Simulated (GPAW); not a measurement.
# BeTe (F-43m) in GPAW: settings compared, part 2 of 2

GPAW 26.7.0. The steps go on from the part before.

## Step 5: Equation of state, BLYP+D3

Contents of run.py:

```python
from ase.calculators.mixing import SumCalculator
from ase.eos import EquationOfState
from ase.io import Trajectory, read
from ase.units import GPa
from dftd3.ase import DFTD3
from gpaw import GPAW, PW, setup_paths

setup_paths.insert(0, '.')

atoms = read('POSCAR')

traj = Trajectory('eos.traj', 'w')
volumes, energies = [], []
for x in [0.94, 0.96, 0.98, 1.0, 1.02, 1.04, 1.06]:
    a = atoms.copy()
    a.set_cell(atoms.cell * x**(1 / 3), scale_atoms=True)
    calc = GPAW(mode=PW(800),
                xc='BLYP',
                kpts={'size': (8, 8, 8), 'gamma': True},
                occupations={'name': 'fermi-dirac', 'width': 0.05},
                nbands=11,
                convergence={'density': 1e-05, 'energy': 1e-05},
                eigensolver='davidson',
                maxiter=150,
                txt=f'eos-{x:.2f}.txt')
    a.calc = SumCalculator([calc, DFTD3(method='blyp', damping='d3zero')])
    energies.append(a.get_potential_energy())
    volumes.append(a.get_volume())
    p = -a.get_stress()[:3].mean() / GPa
    calc.write(f'eos-{x:.2f}.gpw')
    traj.write(a)
    print(f'{x:.2f} {volumes[-1]:10.4f} A^3 {energies[-1]:14.6f} eV {p:9.3f} GPa', flush=True)

v0, e0, B = EquationOfState(volumes, energies, eos='birchmurnaghan').fit()
print(f'V0 = {v0:.4f} A^3, E0 = {e0:.6f} eV, B0 = {B / GPa:.2f} GPa')
```

Contents of POSCAR:

```
BeTe
1.0
    0.0000000000      2.7700000000      2.7700000000
    2.7700000000      0.0000000000      2.7700000000
    2.7700000000      2.7700000000      0.0000000000
Te Be
1 1
Direct
    0.7500000000      0.7500000000      0.7500000000
    0.0000000000      0.0000000000      0.0000000000
```

Potentials or basis: PAW data sets generated in the run's folder for this functional, pw.

Started as:

```bash
> gpaw-setup -f BLYP Be Te
> OMP_NUM_THREADS=1 python run.py
```

The log of the run:

```text
__  _  _
 | _ |_)|_||  |
 |__||  | ||/\| - 26.7.0

Input parameters:
  mode=PW(ecut=800.0),
  convergence={'density': 1e-05, 'energy': 1e-05},
  eigensolver=Davidson(niter=2),
  kpts=MonkhorstPack(size=(8, 8, 8), gamma=True),
  maxiter=150,
  nbands=11,
  occupations=Occupations(name='fermi-dirac', width=0.05),
  xc=XC(name='BLYP')

Diagonalizing LCAO Hamiltonian
Converting LCAO to pw mode

                    Te

       Be

Atoms  # Å, Bohr magnetons
|   | symbol |        x |        y |        z |    initial magnetic moments |
|---|--------|----------|----------|----------|-----------------------------|
| 0 |     Te | 4.070180 | 4.070180 | 4.070180 | ( 0.0000,  0.0000,  0.0000) |
| 1 |     Be | 0.000000 | 0.000000 | 0.000000 | ( 0.0000,  0.0000,  0.0000) |

Unit cell  # Å
| periodic |        x |        y |        z |  lengths |    angles |
|----------|----------|----------|----------|----------|-----------|
|      yes | 0.000000 | 2.713454 | 2.713454 | 3.837403 | 60.000000 |
|      yes | 2.713454 | 0.000000 | 2.713454 | 3.837403 | 60.000000 |
|      yes | 2.713454 | 2.713454 | 0.000000 | 3.837403 | 60.000000 |

Number of symmetries: 24
Symmetry operations  # r_c * U_cc + t_c -> r_c
|    | kind |            matrix            |
|----|------|------------------------------|
|  0 |  E   |  1, 0, 0,  0, 1, 0,  0, 0, 1 |
|  1 |  σ   |  1, 0, 0,  0, 0, 1,  0, 1, 0 |
|  2 |  σ   |  1, 0,-1,  0, 1,-1,  0, 0,-1 |
|  3 |  C3  |  1, 0,-1,  0, 0,-1,  0, 1,-1 |
|  4 |  C3  |  1,-1, 0,  0,-1, 1,  0,-1, 0 |
|  5 |  σ   |  1,-1, 0,  0,-1, 0,  0,-1, 1 |
|  6 |  σ   |  0, 1, 0,  1, 0, 0,  0, 0, 1 |
|  7 |  C3  |  0, 1, 0,  0, 0, 1,  1, 0, 0 |
|  8 |  C2  |  0, 1,-1,  1, 0,-1,  0, 0,-1 |
|  9 |  S4  |  0, 1,-1,  0, 0,-1,  1, 0,-1 |
| 10 |  C3  |  0, 0, 1,  1, 0, 0,  0, 1, 0 |
| 11 |  σ   |  0, 0, 1,  0, 1, 0,  1, 0, 0 |
| 12 |  S4  |  0, 0,-1,  1, 0,-1,  0, 1,-1 |
| 13 |  C3  |  0, 0,-1,  0, 1,-1,  1, 0,-1 |
| 14 |  S4  |  0,-1, 1,  1,-1, 0,  0,-1, 0 |
| 15 |  C2  |  0,-1, 1,  0,-1, 0,  1,-1, 0 |
| 16 |  C3  |  0,-1, 0,  1,-1, 0,  0,-1, 1 |
| 17 |  S4  |  0,-1, 0,  0,-1, 1,  1,-1, 0 |
| 18 |  S4  | -1, 1, 0, -1, 0, 1, -1, 0, 0 |
| 19 |  C3  | -1, 1, 0, -1, 0, 0, -1, 0, 1 |
| 20 |  C3  | -1, 0, 1, -1, 1, 0, -1, 0, 0 |
| 21 |  S4  | -1, 0, 1, -1, 0, 0, -1, 1, 0 |
| 22 |  σ   | -1, 0, 0, -1, 1, 0, -1, 0, 1 |
| 23 |  C2  | -1, 0, 0, -1, 0, 1, -1, 1, 0 |

BZ-sampling:
  Number of BZ points: 512
  Number of IBZ points: 29

  Monkhorst-Pack size: [8, 8, 8]
  Monkhorst-Pack shift: [0.0625, 0.0625, 0.0625]

K-points  # in reciprocal-cell coordinates
|     |                                coordinates |     weight |
|-----|--------------------------------------------|------------|
|   0 | (  0.00000000,   0.00000000,   0.00000000) | 0.00195312 |
|   1 | (  0.12500000,   0.12500000,   0.00000000) | 0.01171875 |
|   2 | (  0.12500000,   0.12500000,   0.12500000) | 0.01562500 |
|   3 | (  0.25000000,   0.12500000,   0.12500000) | 0.02343750 |
|   4 | (  0.25000000,   0.25000000,   0.00000000) | 0.01171875 |
|   5 | (  0.25000000,   0.25000000,   0.12500000) | 0.04687500 |
|   6 | (  0.25000000,   0.25000000,   0.25000000) | 0.01562500 |
|   7 | (  0.37500000,   0.25000000,  -0.37500000) | 0.04687500 |
|   8 | (  0.37500000,   0.25000000,   0.12500000) | 0.04687500 |
|   9 | (  0.37500000,   0.25000000,   0.25000000) | 0.04687500 |
| ... |                                            |            |
|  28 | (  0.50000000,   0.50000000,   0.50000000) | 0.00781250 |

Plane wave coefficients: 2085
Cutoff: 800.0 eV

Spin-components: 1 (collinear spins)
Bands:           11
Projectors:      10
Spin-degeneracy: 2
Datatype:        complex128

Parallelization:
  kpt:    1
  domain: 1
  band:   1

Density:
  Valence electrons: 8.0
  Components: 1
  Grid points: [27 27 27]
  Charge: 0.0  # |e|

Potential:
  Grid points: [27 27 27]

species:
  Te:
    name:    Tellurium
    Z:       52.0
    valence: 6
    core:    46
    charge:  0.0  # [|e|]
    compensation charges:
      type: gauss
      rc: 0.36  # [Å]
      lmax: 2
    cutoffs:
      filter: 2.09  # [Å]
      core: 3.17  # [Å]
    projectors
    | kind |    occ | energy [eV] | rcut [Å] |
    |------|--------|-------------|----------|
    |   5s |  2.000 |     -14.974 |    1.180 |
    |   5p |  4.000 |      -5.797 |    1.196 |
    |    s |        |      12.238 |    1.180 |
    |    p |        |      21.414 |    1.196 |
    |    d |        |       0.000 |    1.238 |

    Using partial waves for Te as LCAO basis

  Be:
    name:    Beryllium
    Z:       4.0
    valence: 2
    core:    2
    charge:  0.0  # [|e|]
    compensation charges:
      type: gauss
      rc: 0.25  # [Å]
      lmax: 2
    cutoffs:
      filter: 1.42  # [Å]
      core: 1.77  # [Å]
    projectors
    | kind |    occ | energy [eV] | rcut [Å] |
    |------|--------|-------------|----------|
    |   2s |  2.000 |      -5.469 |    0.794 |
    |   2p |  0.000 |      -1.929 |    0.794 |
    |    s |        |      21.743 |    0.794 |
    |    p |        |      25.283 |    0.794 |
    |    d |        |       0.000 |    0.794 |

    Using partial waves for Be as LCAO basis

Reference energy: -185207.554749  # eV

eigensolver:
  Davidson
  Converge bands: occupied
  niter=2

density mixing:
  MSR1-Mixer
  Pratt-step length: 0.05
  Maximum mixing coefficient: 0.75
  Old densities: 10
  SVD Regularization: 0.005
  Good broyden scale: 1.0
  Trust region scale: 1.0
  Backstep threshold: 4.0
  History deletion threshold: 6.0
  Fourier metric: weight=20.0, sigma=0.015

occupation numbers:
  Fermi-Dirac:
    width: 0.0500  # eV

poisson solver:
  ecut: 6400.0  # eV

xc functional:
  name: BLYP with 2 nearest neighbor stencil

convergence criteria:
- Maximum integral of absolute [dens]ity change: 1e-05 electrons / valence electron
- Maximum [total energy] change in last 3 cyles: 1e-05 eV / valence electron
- Maximum integral of absolute [eigenst]ate change: 4e-08 eV^2 / valence electron
maximum number of iterations: 150

SCF iterations
|iter     | |      energy | eigst |  dens |
|---------|-|-------------|-------|-------|
|iter:   1| |   -6.527551 | -0.04 |       |
|iter:   2| |   -6.502175 | -1.84 | -0.86 |
|iter:   3| |   -6.314010 | -2.03 | -0.88 |
|iter:   4| |   -6.317961 | -3.24 | -1.61 |
|iter:   5| |   -6.319036 | -4.21 | -2.02 |
|iter:   6| |   -6.319066 | -5.21 | -2.88 |
|iter:   7| |   -6.319067c| -6.09 | -3.71 |
|iter:   8| |   -6.319067c| -6.92 | -4.28 |
|iter:   9| |   -6.319067c| -7.76c| -5.34c|

Converged in 9 steps
Energy contributions relative to reference atoms: (reference = -185207.554749)

Energy contributions:
  Kinetic:          29.155909
  Coulomb:         -25.682503
  Zero:              0.219757
  External:          0.000000
  Xc:              -10.012230
  Entropy:          -0.000000
  Spinorbit:         0.000000
  ----------------------------
  Free energy:      -6.319067
  Extrapolated:     -6.319067

dipole moment: (-0.302747, -0.302747, -0.302747)  # |e|*Ang

Fermi level: 7.608
Eigenvalues  # (at kpt = [0.000, 0.000, 0.000])
| band index |      eig [eV] | occ [0-2] |
|------------|---------------|-----------|
|          0 |        -6.346 |     2.000 |
|          1 |         6.670 |     2.000 |
|          2 |         6.670 |     2.000 |
|          3 |         6.670 |     2.000 |
|          4 |        10.329 |     0.000 |
|          5 |        10.329 |     0.000 |
|          6 |        10.329 |     0.000 |
|          7 |        11.541 |     0.000 |
|          8 |        15.434 |     0.000 |
|          9 |        18.206 |     0.000 |
|         10 |        18.384 |     0.000 |

Gap: 1.992 eV
Transition (v -> c):
  (s=0, k=0, n=3, [0.00, 0.00, 0.00]) -> (s=0, k=24, n=4, [0.50, 0.50, 0.00])
Direct/indirect transitions are different
Direct gap: 3.659 eV
Transition at: (s=0, k=0, n=3, [0.00, 0.00, 0.00])

Stress tensor  # eV/Ang^3
|         x |         y |         z |
|-----------|-----------|-----------|
| -0.076858 |  0.000000 |  0.000000 |
|  0.000000 | -0.076858 |  0.000000 |
|  0.000000 |  0.000000 | -0.076858 |

# Writing to eos-0.94.gpw (mode='')
```

Run time: 91 s. Hardware: 1 thread of Arm Neoverse V1, shared host; peak memory 0.27 GiB.

What came out:

| Quantity | Value |
| --- | --- |
| Equilibrium volume | 22.70 Å³/atom (rough: see the caveat) |
| Bulk modulus | 53 GPa (rough) |

Energy against volume, from the lowest point:
```tsv
volume (Å³/atom)	energy (meV/atom)
19.979	65.68
20.404	45.12
20.829	28.90
21.254	16.61
21.679	7.90
22.104	2.46
22.529	0.00
```

Caveat: the minimum lies outside the volumes run. Spin-orbit coupling is left out, which matters for the levels of Te.
